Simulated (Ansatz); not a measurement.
# Charge transition levels of the H interstitial in WS2, term by term

Theory: DFT PBE+D3(BJ), scalar-relativistic, plane waves, PAW (Ansatz). (420 eV cutoff, 3×3×2 k-mesh, shifted by half a step, Gaussian smearing of 0.01 eV, collinear spin in charge 0 alone)

Host crystal, relaxed:

```
W S
1.0
     3.15414    0.00000    0.00000
    -1.57707    2.73157    0.00000
     0.00000    0.00000   12.14503
W S
2 4
Direct
  0.33333 0.66667 0.75020
  0.66667 0.33333 0.24980
  0.33333 0.66667 0.12014
  0.66667 0.33333 0.62054
  0.33333 0.66667 0.37946
  0.66667 0.33333 0.87986
```

The H interstitial was set at (0.000, 0.000, 0.500) of the host cell, in a supercell of 24 sites (419 Å³), relaxed at fixed cell in each charge q, from a start with the atoms near it displaced at random. In charges +1, 0, -1 some atom moved by up to 1.8 Å, so the relaxed defect can differ in kind from the start: near the site, 6 S at 2.34 Å became 1 S at 1.38 Å, 1 S at 2.45 Å, 1 S at 2.47 Å, 1 S at 2.48 Å (charge +1); 1 S at 1.45 Å, 2 S at 2.44 Å, 1 S at 2.53 Å, 1 S at 2.54 Å (charge 0); 1 S at 1.51 Å, 2 S at 2.43 Å, 2 S at 2.47 Å, 1 S at 2.92 Å (charge -1). The host's Kohn–Sham gap is 0.88 eV and its static dielectric constant 11.7 (mean). For each charge: the supercell's free energy over the neutral one with q electrons exchanged at the valence band top, F(q) − F(0) + qE_v; the image-charge term; and the term that aligns the potential far from the defect with the host's.

Spin-orbit coupling is left out, which matters for the bands and energies of heavy elements.

```
 q F(q) − F(0) + qE_v (eV) image charge (eV) alignment (eV)
+1                   -0.712              0.096          -0.020
 0                    0.000              0.000           0.000
-1                    0.802              0.096          -0.264
```

**Question.** Add the terms and find the levels between neighbouring charges, ε(q/q′) = [A(q′) − A(q)]/(q − q′), with and without the two corrections.

**Answer.** A(q): -0.636 eV for +1, 0.000 eV for 0, 0.633 eV for -1.
```
 level corrected (eV over E_v) uncorrected (eV)
(+1/0)                     0.64              0.71
(0/-1)                     0.63              0.80
```

As a check, a point charge in a simple cubic cell of this volume has q²αe²/(2εL) = 0.234 q² eV (e² = 14.40 eV Å, α = 2.837, L = 7.48 Å); the shape of the real cell and the anisotropy of ε can change it somewhat. The term grows as q², so it pushes donor levels down and acceptor levels up.

**Question.** Which of these charges is lowest with the Fermi level at the valence band top, at mid-gap and at the conduction band bottom?

**Answer.** The line A(q) + qE_F that lies lowest gives the charge: +1 at E_F = 0.00 eV, +1 at E_F = 0.44 eV, -1 at E_F = 0.88 eV. In charge 0, -1 the cell has partly filled levels, from a carrier spread over the host's bands, a defect level that the small cell broadens into a band, or a degenerate defect level, so the levels beside it are doubtful. Charges beyond those computed could lie lower near the band edges.

**Question.** The neutral defect forms at 1.70 eV with atoms taken from and returned to the elements. What are the formation energies at those three Fermi levels, and what share of sites would hold the defect at 1200 K with E_F at mid-gap, if the host still stood at that temperature?

**Answer.** E_f = E_f(0) + A(q) + qE_F = 1.06, 1.50, 1.45 eV. In the dilute limit the share is exp(−E_f/k_BT) = exp(−1.504/0.1034) = 4.8×10⁻⁷, leaving out degeneracy and vibrational entropy. This is the H-rich limit; a poorer supply of H, or a competing compound of it, raises E_f. The small cell and the narrow Kohn–Sham gap leave errors of tenths of an eV or more, which change the share by orders of magnitude.

Among the charges computed, hydrogen favours the positive state in the lower half of the gap, which suggests that it would compensate holes. The chemistry is that of a proton: it leaves the open interlayer position and binds to a sulfur lone pair, with an S–H distance of 1.38 Å. Added electrons stretch this contact to 1.45 and then 1.51 Å, so the bond weakens, yet the nearest neighbour remains sulfur, not tungsten as would be expected of a hydride. The extra electrons therefore probably sit largely in tungsten d states of the conduction band, which would also explain why the first and second cost almost the same energy.

Both levels lie high in the gap, and their near-coincidence establishes neither negative-U behaviour nor a true acceptor state. The window for neutral hydrogen in the uncorrected results closes mainly through the alignment term of the negative cell, which outweighs the image-charge term and pulls the acceptor level down. Whether another site, closer to tungsten, would host a more stable hydride remains untested.
